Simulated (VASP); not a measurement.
**VASP 6.6.1, r²SCAN single-point calculation, InSb (strained zincblende)**

INCAR

```
PREC = Accurate
EDIFF = 1E-7
ISMEAR = -1
LWAVE = .FALSE.
NELM = 120
NSW = 0
METAGGA = R2SCAN
ENCUT = 520
IBRION = -1
LREAL = .FALSE.
ISIF = 2
LASPH = .TRUE.
ALGO = Normal
LCHARG = .FALSE.
SIGMA = 0.02
NBANDS = 16
```

KPOINTS

```
KPOINTS created by Atomic Simulation Environment
0
Gamma
6 6 6
0 0 0
```

KPOINTS_OPT

```
special points
7
Reciprocal
0.0000000000 0.0000000000 0.0000000000 1
-0.5000000000 -0.5000000000 0.0000000000 1
-0.3750000000 -0.3750000000 0.2500000000 1
-0.3750000000 0.0000000000 0.3750000000 1
0.0000000000 0.0000000000 0.5000000000 1
-0.5000000000 -0.2500000000 0.2500000000 1
-0.0198570000 -0.0198570000 0.0000000000 1
```

POSCAR

```
In Sb
 1.0000000000000000
     0.0000000000000000    3.2795130174999998    3.3778984081000001
     3.2795130174999998    0.0000000000000000    3.3778984081000001
     3.2795130174999998    3.2795130174999998    0.0000000000000000
 In  Sb
   1   1
Cartesian
  0.0000000000000000  0.0000000000000000  0.0000000000000000
  1.6397565087499999  1.6397565087499999  1.6889492040500000
```

VASP ran with the recommended PBE PAW datasets (18 valence electrons in the cell).

Command

```
mpirun -np 1 vasp_std
```

OSZICAR

```
N       E                     dE             d eps       ncg     rms          rms(c)
DAV:   1     0.693750273457E+02    0.69375E+02   -0.80075E+03   960   0.114E+03
DAV:   2    -0.446448147244E+02   -0.11402E+03   -0.11080E+03  1128   0.275E+02
DAV:   3    -0.516329501578E+02   -0.69881E+01   -0.69689E+01  1208   0.719E+01
DAV:   4    -0.518388025839E+02   -0.20585E+00   -0.20580E+00  1256   0.144E+01
DAV:   5    -0.518518645040E+02   -0.13062E-01   -0.13062E-01  1440   0.285E+00    0.488E+00
DAV:   6    -0.487370396967E+02    0.31148E+01   -0.12903E+00  1208   0.203E+01    0.257E+00
DAV:   7    -0.487291763127E+02    0.78634E-02   -0.65645E-02  1112   0.249E+00    0.157E+00
DAV:   8    -0.487370747136E+02   -0.78984E-02   -0.27825E-02  1272   0.134E+00    0.538E-01
DAV:   9    -0.487371325395E+02   -0.57826E-04   -0.22629E-03  1408   0.571E-01    0.220E-01
DAV:  10    -0.487371127841E+02    0.19755E-04   -0.47701E-04  1248   0.213E-01    0.608E-02
DAV:  11    -0.487371125518E+02    0.23234E-06   -0.49755E-05  1256   0.971E-02    0.531E-02
DAV:  12    -0.487371158923E+02   -0.33405E-05   -0.55602E-06  1216   0.151E-02    0.153E-02
DAV:  13    -0.487371132886E+02    0.26037E-05   -0.30176E-06  1304   0.280E-02    0.323E-03
DAV:  14    -0.487371132987E+02   -0.10108E-07   -0.67492E-08   960   0.226E-03
   1 F= -.48737113E+02 E0= -.48736985E+02  d E =-.257568E-03
       N       E                     dE             ncg
DAV:   1     0.641104127492E+03   -0.26589E+04      224
DAV:   2    -0.206517751571E+03   -0.84762E+03      248
DAV:   3    -0.261423542042E+03   -0.54906E+02      280
DAV:   4    -0.263195871862E+03   -0.17723E+01      336
DAV:   5    -0.263291164151E+03   -0.95292E-01      320
DAV:   6    -0.263294038359E+03   -0.28742E-02      336
DAV:   7    -0.263294124971E+03   -0.86612E-04      336
DAV:   8    -0.263294126492E+03   -0.15207E-05      328
DAV:   9    -0.263294126515E+03   -0.23356E-07      256
```

From OUTCAR

```
k-points           NKPTS =     30   k-points in BZ     NKDIM =     30   number of bands    NBANDS=     16

   NELECT =      18.0000    total number of electrons

   dimension x,y,z NGX =    36 NGY =   36 NGZ =   36
   dimension x,y,z NGXF=    72 NGYF=   72 NGZF=   72

  energy-cutoff  :      520.00
  volume of cell :       72.66
      direct lattice vectors                 reciprocal lattice vectors
     0.000000000  3.279513017  3.377898408    -0.152461660  0.152461660  0.148021030
     3.279513017  0.000000000  3.377898408     0.152461660 -0.152461660  0.148021030
     3.279513017  3.279513017  0.000000000     0.152461660  0.152461660 -0.148021030

 k-points in reciprocal lattice and weights: KPOINTS created by Atomic Simulation Env
   0.00000000  0.00000000  0.00000000       0.005
   0.16666667  0.00000000  0.00000000       0.037
   0.33333333  0.00000000  0.00000000       0.037
   0.50000000  0.00000000  0.00000000       0.019
   0.16666667  0.16666667  0.00000000       0.009
   0.33333333  0.16666667  0.00000000       0.037
   0.50000000  0.16666667  0.00000000       0.037
  -0.33333333  0.16666667  0.00000000       0.037
   ...

 E-fermi :   4.2939

 k-point     1 :       0.0000    0.0000    0.0000
  band No.  band energies     occupation
      1     -10.7341      2.00000
      2     -10.7278      2.00000
      3     -10.7278      2.00000
      4     -10.6503      2.00000
      5     -10.6447      2.00000
      6      -6.4566      2.00000
      7       4.0731      1.99997
      8       4.1420      1.99899
      9       4.2939      1.00054
     10       4.2939      1.00050
     11       7.4443      0.00000
     12       7.4443      0.00000
     13       7.5187      0.00000
     14      10.3414      0.00000
     15      12.5788      0.00000
     16      13.0305      0.00000

 k-point     2 :       0.1667    0.0000    0.0000
  band No.  band energies     occupation
      1     -10.7401      2.00000
      2     -10.7269      2.00000
      3     -10.7233      2.00000
      4     -10.6507      2.00000
      5     -10.6446      2.00000
      6      -6.2182      2.00000
      7       1.8273      2.00000
      8       3.8716      2.00000
      9       3.9989      2.00000
     10       5.3261      0.00000
     11       7.8808      0.00000
     12       7.8900      0.00000
     13       8.1935      0.00000
     14      11.4139      0.00000
     15      11.8223      0.00000
     16      12.0522      0.00000

 k-point     3 :       0.3333    0.0000    0.0000
  band No.  band energies     occupation
      1     -10.7589      2.00000
      2     -10.7188      2.00000
      3     -10.7150      2.00000
      4     -10.6506      2.00000
      5     -10.6433      2.00000
      6      -5.6086      2.00000
      7      -0.2660      2.00000
      8       3.3941      2.00000
      9       3.5648      2.00000
     10       5.0957      0.00000
     11       8.2747      0.00000
     12       8.3604      0.00000
     13      10.2352      0.00000
     14      11.3640      0.00000
     15      12.3239      0.00000
     16      12.3704      0.00000

 k-point     4 :       0.5000    0.0000    0.0000
  band No.  band energies     occupation
      1     -10.7684      2.00000
      2     -10.7152      2.00000
      3     -10.7115      2.00000
      4     -10.6500      2.00000
      5     -10.6421      2.00000
      6      -5.1739      2.00000
      7      -1.2217      2.00000
      8       3.2018      2.00000
      9       3.3912      2.00000
     10       4.9388      0.00000
     11       8.2722      0.00000
     12       8.3964      0.00000
     13      10.7237      0.00000
     14      12.6981      0.00000
     15      13.7044      0.00000
     16      13.8665      0.00000

 k-point     5 :       0.1667    0.1667    0.0000
  band No.  band energies     occupation
      1     -10.7512      2.00000
      2     -10.7189      2.00000
      3     -10.7189      2.00000
      4     -10.6485      2.00000
      5     -10.6473      2.00000
      6      -6.1469      2.00000
      7       1.6667      2.00000
      8       3.5149      2.00000
      9       3.5149      2.00000
     10       6.2111      0.00000
     11       6.9001      0.00000
     12       8.6688      0.00000
     13       8.6688      0.00000
     14      10.5459      0.00000
     15      11.8699      0.00000
     16      13.3073      0.00000

 k-point     6 :       0.3333    0.1667    0.0000
  band No.  band energies     occupation
      1     -10.7657      2.00000
      2     -10.7128      2.00000
      3     -10.7102      2.00000
      4     -10.6486      2.00000
      5     -10.6476      2.00000
      6      -5.6544      2.00000
      7       0.1146      2.00000
      8       2.7649      2.00000
      9       3.0757      2.00000
     10       6.3539      0.00000
     11       7.4395      0.00000
     12       9.1266      0.00000
     13       9.3956      0.00000
     14      11.4846      0.00000
     15      12.9151      0.00000
     16      13.2982      0.00000

 k-point     7 :       0.5000    0.1667    0.0000
  band No.  band energies     occupation
      1     -10.7741      2.00000
      2     -10.7106      2.00000
      3     -10.7060      2.00000
      4     -10.6487      2.00000
      5     -10.6462      2.00000
      6      -5.0784      2.00000
      7      -1.1112      2.00000
      8       2.0972      2.00000
      9       3.0168      2.00000
     10       6.1993      0.00000
     11       8.0473      0.00000
     12       9.2518      0.00000
     13      10.3257      0.00000
     14      12.3198      0.00000
     15      13.5030      0.00000
     16      13.8270      0.00000

 k-point     8 :      -0.3333    0.1667    0.0000
  band No.  band energies     occupation
      1     -10.7694      2.00000
      2     -10.7124      2.00000
      3     -10.7096      2.00000
      4     -10.6519      2.00000
      5     -10.6433      2.00000
      6      -5.2209      2.00000
      7      -0.8074      2.00000
      8       1.9514      2.00000
      9       3.3601      2.00000
     10       6.2236      0.00000
     11       8.3358      0.00000
     12       8.8087      0.00000
     13      10.1067      0.00000
     14      11.9195      0.00000
     15      12.4149      0.00000
     16      13.8391      0.00000

 k-point     9 :      -0.1667    0.1667    0.0000
  band No.  band energies     occupation
      1     -10.7532      2.00000
      2     -10.7193      2.00000
      3     -10.7182      2.00000
      4     -10.6528      2.00000
      5     -10.6430      2.00000
      6      -5.8402      2.00000
      7       0.6436      2.00000
      8       2.5580      2.00000
      9       3.8837      2.00000
     10       6.1436      0.00000
     11       7.9883      0.00000
     12       8.1245      0.00000
     13       9.1063      0.00000
     14      11.2663      0.00000
     15      12.4180      0.00000
     16      12.7715      0.00000

 k-point    10 :       0.3333    0.3333    0.0000
  band No.  band energies     occupation
      1     -10.7825      2.00000
      2     -10.7006      2.00000
      3     -10.7006      2.00000
      4     -10.6541      2.00000
      5     -10.6450      2.00000
      6      -5.3226      2.00000
      7      -0.5005      2.00000
      8       2.5628      2.00000
      9       2.5628      2.00000
     10       5.9633      0.00000
     11       6.6662      0.00000
     12      10.8812      0.00000
     13      10.8812      0.00000
     14      11.2748      0.00000
     15      14.1054      0.00000
     16      14.5224      0.00000

 k-point    11 :       0.5000    0.3333    0.0000
  band No.  band energies     occupation
      1     -10.7889      2.00000
      2     -10.6983      2.00000
      3     -10.6959      2.00000
      4     -10.6541      2.00000
      5     -10.6454      2.00000
      6      -4.8291      2.00000
      7      -1.3012      2.00000
      8       1.7604      2.00000
      9       2.4422      2.00000
     10       6.1783      0.00000
     11       7.3028      0.00000
     12      10.5233      0.00000
     13      11.1552      0.00000
     14      12.9423      0.00000
     15      14.2476      0.00000
     16      14.5883      0.00000

 k-point    12 :      -0.3333    0.3333    0.0000
  band No.  band energies     occupation
      1     -10.7819      2.00000
      2     -10.7047      2.00000
      3     -10.6999      2.00000
      4     -10.6494      2.00000
      5     -10.6486      2.00000
      6      -4.7706      2.00000
      7      -1.3117      2.00000
      8       1.1968      2.00000
      9       2.7768      2.00000
     10       6.4079      0.00000
     11       9.0863      0.00000
     12      10.2051      0.00000
     13      10.4051      0.00000
     14      10.9123      0.00000
     15      12.4325      0.00000
     16      15.3325      0.00000

 ...

  Total       -0.3938550     -0.3938550     -0.8045910      0.0000000      0.0000000      0.0000000
  in kB       -8.6846356     -8.6846356    -17.7415042      0.0000000      0.0000000      0.0000000
  external PRESSURE =     -11.7035918 kB  Pullay stress =       0.0000000 kB

 POSITION                                       TOTAL-FORCE (eV/Angst)
 -----------------------------------------------------------------------------------
      0.00000      0.00000      0.00000        -0.000000     -0.000000      0.000000
      1.63976      1.63976      1.68895         0.000000      0.000000     -0.000000
 -----------------------------------------------------------------------------------
    total drift:                               -0.000004     -0.000004      0.000004

  FREE ENERGIE OF THE ION-ELECTRON SYSTEM (eV)
  ---------------------------------------------------
  free  energy   TOTEN  =       -48.7371132987 eV

  energy  without entropy=      -48.7368557302  energy(sigma->0) =      -48.73698451
```

```json
{
 "gap between bands v and c": "0.00 eV",
 "least direct gap": "0.00 eV",
 "pressure": "-1.2 GPa"
}
```

Band v is the last that the valence electrons fill when counted band by band, and c is the next.

The run took about 1.8 min on one core of a shared host (Intel Xeon Platinum 8488C) and held 0.23 GiB at most.
